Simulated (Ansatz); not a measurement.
# InAs: the cost of one run

Method: DFT PBEsol, scalar-relativistic, plane waves, PAW, in Ansatz 0.2.0.

The COD entry's cell or inner coordinates are ideal or old and differ from later refinements, so a difference from it is no clean test against experiment.

3 further runs of the same task are left out: 3 set aside as unsound or not needed.

## (1) The system as given

Symmetry: F-43m, No. 216, cubic system. The conventional cell has a = 6.087 Å, b = 6.087 Å, c = 6.087 Å, α = 90.00°, β = 90.00°, γ = 90.00°. In (site symmetry -43m) has 4 As at 2.64 Å in its first shell of neighbours. As (site symmetry -43m) has 4 In at 2.64 Å in its first shell of neighbours.

As a file:

```cif
data_structure
_symmetry_space_group_name_H-M 'F-43m'
_symmetry_Int_Tables_number 216
_cell_length_a 6.0875
_cell_length_b 6.0875
_cell_length_c 6.0875
_cell_angle_alpha 90.000
_cell_angle_beta 90.000
_cell_angle_gamma 90.000
_cell_volume 225.58
loop_
_atom_site_label
_atom_site_type_symbol
_atom_site_symmetry_multiplicity
_atom_site_Wyckoff_symbol
_atom_site_fract_x
_atom_site_fract_y
_atom_site_fract_z
_atom_site_occupancy
In1 In 4 a 0.00000 0.00000 0.00000 1
As1 As 4 d 0.75000 0.25000 0.25000 1
```

It is built from the cell relaxed beforehand with the same method (28.20 Å³/atom).

## (2) The undisturbed cell

The input, input.yaml:

```yaml
crystal:
  lattice:
    - [-3.0437329619, -3.0437329619, 0.0]
    - [3.0437329619, -3.0437329619, 0.0]
    - [0.0, 0.0, 12.1749318475]
  atoms:
    - { symbol: In, position: [0.5, 0.5, 0.25] }
    - { symbol: In, position: [0.0, 0.0, 0.5] }
    - { symbol: In, position: [0.5, 0.5, 0.75] }
    - { symbol: In, position: [0.0, 0.0, 0.0] }
    - { symbol: As, position: [0.5, 0.0, 0.375] }
    - { symbol: As, position: [0.0, 0.5, 0.625] }
    - { symbol: As, position: [0.5, 0.0, 0.875] }
    - { symbol: As, position: [0.0, 0.5, 0.125] }
basis:
  ecutwfc: 420
kpoints:
  mp_grid: { grid: [14, 14, 5] }
hamiltonian:
  xc: pbesol
scf:
  occupations: { method: gaussian, width: 0.15 }
output:
  forces: true
  stress: true
  eigenvalues: true
```

Command:

```sh
$ ansatz run input.yaml --threads 2 --pin off --max-ram 5120MiB --backend cpu --events-out ev --progress --plain --runs-dir out
```

**Question.** How long does this run take on 2 threads of Intel Xeon Platinum 8375C at 2.90GHz (Ice Lake), shared host, and how much memory does it need?

About 50 s, with a peak of 1.3 GiB.
